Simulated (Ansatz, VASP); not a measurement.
**SiC (Moissanite): VASP beside Ansatz**

```xyz
4
Lattice="3.0701 0.0000 0.0000 -1.5351 2.6588 0.0000 0.0000 0.0000 5.0382" Properties=species:S:1:pos:R:3 pbc="T T T"
Si    0.0000    1.7725    0.0232
Si    1.5351    0.8863    2.5423
C     0.0000    1.7725    1.9165
C     1.5351    0.8863    4.4356
```

Alike in both runs: functional PBE; dispersion D3(BJ); k mesh 12 × 12 × 6; occupations gaussian, width 0.02 eV; no spin polarisation.

Ansatz relaxed the structure, and its values are those at the end. VASP's run is a single point on that final structure, the one shown.

|  | VASP | Ansatz |
| --- | --- | --- |
| version | VASP 6.6.1 | Ansatz 0.2.0 |
| potentials or method | VASP PAW PBE potentials, release 64 (Si, C) | scalar-relativistic, plane waves, PAW |
| plane-wave cutoff (eV) | 520 | 420 |
| valence electrons in the cell | 16 | 16 |

|  | VASP | Ansatz | Ansatz less VASP |
| --- | --- | --- | --- |
| gap on the k mesh at the Fermi level (eV) | 2.26 | 2.27 | +0.004 |
| least direct gap on the mesh (eV) | 3.98 | 3.99 | +0.004 |
| pressure (GPa) | -0.1 | 0.0 | +0.06 |

A k mesh can miss the band edges.
